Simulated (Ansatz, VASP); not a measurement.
CoO: VASP beside Ansatz

The input INCAR:

```
SYSTEM = CoO
PREC = Accurate
ENCUT = 520
EDIFF = 1E-7
ISMEAR = -1
SIGMA = 0.05
LREAL = .FALSE.
LASPH = .TRUE.
NELM = 150
ALGO = Normal
ISIF = 2
LWAVE = .FALSE.
LCHARG = .FALSE.
ISPIN = 2
MAGMOM = 2 0
LORBIT = 11
LMAXMIX = 4
GGA = PE
NBANDS = 18
```

The input KPOINTS:

```
Automatic mesh
0
G
  10 10 10
  0 0 0
```

File POSCAR:

```
CoO
1.0
    1.5914663644      0.9188335339      2.5492457344
   -1.5914663644      0.9188335339      2.5492457344
    0.0000000000     -1.8376670678      2.5492457344
Co O
1 1
Direct
    0.9989783200      0.9989783200      0.9989783200
    0.7510210300      0.7510210300      0.7510210300
```

The input input.yaml:

```yaml
crystal:
  lattice:
    - [1.5914663644, 0.9188335339, 2.5492457344]
    - [-1.5914663644, 0.9188335339, 2.5492457344]
    - [0.0, -1.8376670678, 2.5492457344]
  atoms:
    - { symbol: Co, position: [0.99897832, 0.99897832, 0.99897832], spin: 2.0 }
    - { symbol: O, position: [0.75102103, 0.75102103, 0.75102103] }
hamiltonian:
  xc: pbe
  pseudopotentials: { kind: paw }
magnetization:
  spin_polarized: true
kpoints:
  mp_grid: { grid: [10, 10, 10] }
scf:
  occupations: { method: fermi_dirac, width: 0.05 }
output:
  forces: true
  stress: true
  eigenvalues: true
```

Change from the starting cell: volume scaled by 0.98.

Alike in both runs: task single point; functional PBE; k mesh 10 × 10 × 10; occupations fermi-dirac, width 0.05 eV; collinear spin, ferromagnetic start.

```csv
,VASP,Ansatz
version,VASP 6.6.1,Ansatz 0.2.0
potentials or method,"VASP PAW PBE potentials, release 64 (Co, O)",Ansatz PAW
plane-wave cutoff (eV),520,420
valence electrons in the cell,15,23
```

|  | VASP | Ansatz | Ansatz less VASP |
| --- | --- | --- | --- |
| gap on the k mesh at the Fermi level (eV) | none | none | - |
| pressure (GPa) | 2.1 | 2.2 | +0.16 |
| largest component of the traceless stress (GPa) | 3.81 | 3.80 | -0.015 |
| rms of the force components (eV/Å) | 0.162 | 0.161 | -0.0011 |
| net moment per atom (μB) | 1.33 | 1.34 | +0.010 |
| size of the moment on the site where the two differ most (μB) | 2.29 | 2.14 | -0.158 |

Site moments also hang on the region over which each program counts them. Atom by atom the forces differ by 0.001 eV/Å (rms over components). A gap of «none» marks a metal or a gap that the smearing closes. The two sets of potentials don't hold the same shells in valence.

Caveats: a cell with one magnetic atom can't hold antiferromagnetic order, which such compounds often take; semilocal functionals often make such compounds metallic where correlation or magnetic order opens a gap, which also shifts bond lengths; the pressure holds a Pulay correction of +0.7 GPa for the finite cutoff (Ansatz).
